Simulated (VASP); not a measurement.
A run of VASP 6.6.1:

File POSCAR:

```
NaF
1.0
   -0.1554742633      2.4889344877      2.4889344877
    2.4889344877     -0.1554742633      2.4889344877
    2.4889344877      2.4889344877     -0.1554742633
Na F
1 1
Direct
   -0.0072222377     -0.0072222377     -0.0072222377
    0.2572222377      0.2572222377      0.2572222377
```

Contents of INCAR.step1:

```
SYSTEM = NaF
PREC = Accurate
ENCUT = 520
EDIFF = 1E-5
ISMEAR = 0
SIGMA = 0.01
LREAL = .FALSE.
LASPH = .TRUE.
NELM = 100
ALGO = Normal
ISIF = 2
LWAVE = .TRUE.
NBANDS = 14
GGA = PE
```

File INCAR.step2:

```
SYSTEM = NaF
PREC = Accurate
ENCUT = 520
EDIFF = 1E-7
ISMEAR = 0
SIGMA = 0.01
LREAL = .FALSE.
LASPH = .TRUE.
NELM = 100
ALGO = Normal
ISIF = 2
LWAVE = .FALSE.
LCHARG = .TRUE.
GGA = PE
LHFCALC = .TRUE.
HFSCREEN = 0.2079
PRECFOCK = Normal
LELF = .TRUE.
LVHAR = .TRUE.
NBANDS = 14
ISTART = 1
```

KPOINTS

```
regular mesh
0
G
  6 6 6
  0 0 0
```

Potentials or basis: VASP PAW PBE potentials, release 64 (Na_pv, F).

Launch:

```sh
$ cat potpaw_PBE.64/Na_pv/POTCAR potpaw_PBE.64/F/POTCAR > POTCAR
$ cp INCAR.step1 INCAR
$ mpirun -np 1 vasp_std > vasp.out
$ cp INCAR.step2 INCAR
$ mpirun -np 1 vasp_std > vasp.out
```

Hardware: 1 thread of Intel(R) Xeon(R) 6975P-C (Granite Rapids), with other jobs on the host.

**Question.** How long does it take, and how much memory?

**Answer.** Wall time 18 min on 1 thread of Intel(R) Xeon(R) 6975P-C (Granite Rapids), with other jobs on the host, peak memory 0.26 GiB. Counts: scf iterations 13, k points 32.
